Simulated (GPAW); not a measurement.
Runs of GPAW 26.7.0 on BAs. It takes space group F-43m (No. 216, cubic). The conventional cell has a = 4.777 Å, b = 4.777 Å, c = 4.777 Å, α = 90.00°, β = 90.00°, γ = 90.00°. As (site symmetry -43m) has 4 B at 2.07 Å as nearest neighbours. B (site symmetry -43m) has 4 As at 2.07 Å as nearest neighbours. 

```tsv
task	level	potentials or basis	spin	cell	k mesh	band path	band points	spin axis theta (degrees)	spin axis phi (degrees)	optimizer	gap on the mesh (eV)	pressure (GPa)	relaxed volume (Å³/atom)
band structure	r2SCAN	GPAW PAW data sets (gpaw-data 1.2.1), pw	SOC, no magnetisation	as given	7 × 7 × 7	GXWKGLUWLK,UX	60	90	45	-	1.33	0.8	-
relaxation of cell and atoms	PBEsol+D4	PAW data sets generated in the run's folder for this functional, pw	off	relaxed	10 × 10 × 10	-	-	-	-	BFGS	1.06	0.0	13.36
band structure	r2SCAN	GPAW PAW data sets (gpaw-data 1.2.1), pw	off	as given	10 × 10 × 10	GXWKGLUWLK,UX	60	-	-	-	1.37	0.8	-
relaxation of cell and atoms	PBEsol+D3(BJ)	PAW data sets generated in the run's folder for this functional, pw	off	relaxed	10 × 10 × 10	-	-	-	-	FIRE	1.06	-0.3	(a)
```

Alike in all rows: cutoff (eV) 800; smearing fermi-dirac 0.05 eV.

Question: Fill in the values left out.

Answer: (a) 13.32.

Caveats: the PAW data sets were made with another functional, which shifts forces and pressure a little (some runs); later steps reuse the first step's grids (some runs); spin-orbit coupling was added after a scalar SCF, so levels and gaps hold it while energy, forces, pressure and moments don't (some runs); this program's spin-orbit splittings come out too wide for heavy elements (some runs).

A k mesh can miss the band edges, and rows without SOC leave out spin-orbit coupling on As.

Runs at the PBE level aren't shown here.
